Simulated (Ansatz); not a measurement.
# SiO2 (P4_2/mnm): convergence test of the k-point mesh from a Python script

A script is to give a convergence test of the k-point mesh; the system is SiO2 (P4_2/mnm).

Program: Ansatz 0.2.0, driven from Python. Level of theory: DFT PBE, plane waves, PAW. These are calculated values, not measurements.

### 1 The structure

The structure is tetragonal, space group P4_2/mnm (No. 136). Conventional cell: a = 4.177 Å, b = 4.177 Å, c = 2.665 Å, α = 90.00°, β = 90.00°, γ = 90.00°. Around Si (site symmetry mmm) lie 6 O at 1.76 to 1.81 Å. O (site symmetry m2m) has 3 Si at 1.76 to 1.81 Å as nearest neighbours.

The script holds or builds the structure itself.

### 2 Script

Input file kconv.py:

```python
"""k-point test for SiO2."""

import warnings

import ansatz as az
import matplotlib.pyplot as plt
import numpy as np


def main() -> None:
    warnings.simplefilter("ignore", az.DeckWarning)

    vectors = np.array([
        [4.1773, 0.0, 0.0],
        [0.0, 4.1773, 0.0],
        [0.0, 0.0, 2.6652],
    ])
    crystal = (
        az.Lattice.of(vectors)
        .atom("Si", (0.0, 0.0, 0.0))
        .atom("Si", (0.5, 0.5, 0.5))
        .atom("O", (0.3059, 0.3059, 0.0))
        .atom("O", (0.1941, 0.8059, 0.5))
        .atom("O", (0.6941, 0.6941, 0.0))
        .atom("O", (0.8059, 0.1941, 0.5))
    )

    setup = (
        crystal.calculation()
        .functional("pbe")
        .basis(38 * az.Ry)
        .occupations(az.OccupationsMethod.FIXED)
        .stress()
    )

    rows = []
    for value in [(2, 2, 4), (4, 4, 4), (4, 4, 6), (4, 4, 8), (6, 6, 8), (8, 8, 10)]:
        rep = setup.kpoints(mesh=value).run(threads=1).report
        rows.append((value, rep["free_energy_ev"] / len(rep["lattice"]["sites"]), rep["n_iterations"], sum(rep["stress_gpa"][i][i] for i in range(3)) / 3, rep["n_kpoints"]))

    print("        mesh   F/atom (eV)    iterations       P (GPa)      k-points")
    for row in rows:
        print(f"{str(row[0]):>12s}  {row[1]:12.5f}  {row[2]:12d}  {row[3]:12.3f}  {row[4]:12d}")

    # the last row is the reference
    for row in rows[:-1]:
        shift = 1000 * (row[1] - rows[-1][1])
        print(f"{row[0]}: {shift:+.2f} meV/atom" + ("  (within 5 meV)" if abs(shift) < 5 else ""))
    plt.figure(figsize=(4.5, 3))
    plt.plot([str(row[0]) for row in rows], [1000 * (row[1] - rows[-1][1]) for row in rows], "o-")
    plt.xlabel("mesh")
    plt.ylabel("F - F(last) (meV/atom)")
    plt.tight_layout()
    plt.savefig("kconv.png", dpi=100)


if __name__ == "__main__":
    main()
```

### 3 The input behind the calls

The package turns the script's settings into the engine's input (first run):

```yaml
crystal:
  lattice:
    - [4.1773, 0.0, 0.0]
    - [0.0, 4.1773, 0.0]
    - [0.0, 0.0, 2.6652]
  atoms:
    - { symbol: Si, position: [0.0, 0.0, 0.0] }
    - { symbol: Si, position: [0.5, 0.5, 0.5] }
    - { symbol: O, position: [0.3059, 0.3059, 0.0] }
    - { symbol: O, position: [0.1941, 0.8059, 0.5] }
    - { symbol: O, position: [0.6941, 0.6941, 0.0] }
    - { symbol: O, position: [0.8059, 0.1941, 0.5] }
basis:
  ecutwfc: 517.016338673772
kpoints:
  mp_grid:
    grid: [2, 2, 4]
hamiltonian:
  xc: pbe
scf:
  occupations:
    method: fixed
output:
  stress: true
```

### 4 Running it

Command:

```sh
python kconv.py
```

Standard output:

```text
        mesh   F/atom (eV)    iterations       P (GPa)      k-points
   (2, 2, 4)    -591.15872             6        11.219             9
   (4, 4, 4)    -591.16136             6        11.253            18
   (4, 4, 6)    -591.16365             6        11.241            24
   (4, 4, 8)    -591.16371             6        11.243            30
   (6, 6, 8)    -591.16372             6        11.243            50
  (8, 8, 10)    -591.16372             6        11.243            90
(2, 2, 4): +5.00 meV/atom
(4, 4, 4): +2.37 meV/atom  (within 5 meV)
(4, 4, 6): +0.07 meV/atom  (within 5 meV)
(4, 4, 8): +0.01 meV/atom  (within 5 meV)
(6, 6, 8): +0.00 meV/atom  (within 5 meV)
```

It took 18 s on 1 thread of AMD EPYC 7R43 (Zen 3), shared host; peak memory 0.49 GiB.

### 5 Inputs of later runs

The engine's inputs for some of the other runs:

Run 2, against run 1:

```diff
@@ -17 +17 @@
-    grid: [2, 2, 4]
+    grid: [4, 4, 4]
```

Run 3, against run 1:

```diff
@@ -17 +17 @@
-    grid: [2, 2, 4]
+    grid: [4, 4, 6]
```

Run 4, against run 1:

```diff
@@ -17 +17 @@
-    grid: [2, 2, 4]
+    grid: [4, 4, 8]
```

### 6 What each run gave

The 6 runs, in the order started:

| run | k mesh | energy from run 6 (meV/atom) | pressure (GPa) | gap on the mesh (eV) | SCF cycles | CPU time (s) |
| --- | --- | --- | --- | --- | --- | --- |
| 1 | [2, 2, 4] | 5.00 | 11.22 | 5.64 | 6 | 0.9 |
| 2 | [4, 4, 4] | 2.37 | 11.25 | 5.64 | 6 | 1.2 |
| 3 | [4, 4, 6] | 0.07 | 11.24 | 5.64 | 6 | 1.7 |
| 4 | [4, 4, 8] | 0.01 | 11.24 | 5.64 | 6 | 2 |
| 5 | [6, 6, 8] | 0.00 | 11.24 | 5.64 | 6 | 3 |
| 6 | [8, 8, 10] | 0.00 | 11.24 | 5.64 | 6 | 5.9 |

### 7 What came out

| quantity | value |
| --- | --- |
| runs compared | 6 |
| last run but one, from the last | +0.00 meV/atom |
| within 5 meV/atom of the last run from | [4, 4, 4] |

From 4×4×4 on it stays within 5 meV an atom of the value at 8×8×10; the first row (2×2×4) is off by 5.0 meV and the last but one by 0.00 meV. The pressure moves from 11.22 to 11.24 GPa. Reading the output:
- Pressure is positive in compression.
- At these settings the cell as given stands under about 11 GPa, so it isn't at this functional's equilibrium volume.
- Shifts are counted from the finest mesh, which is itself no proven limit.
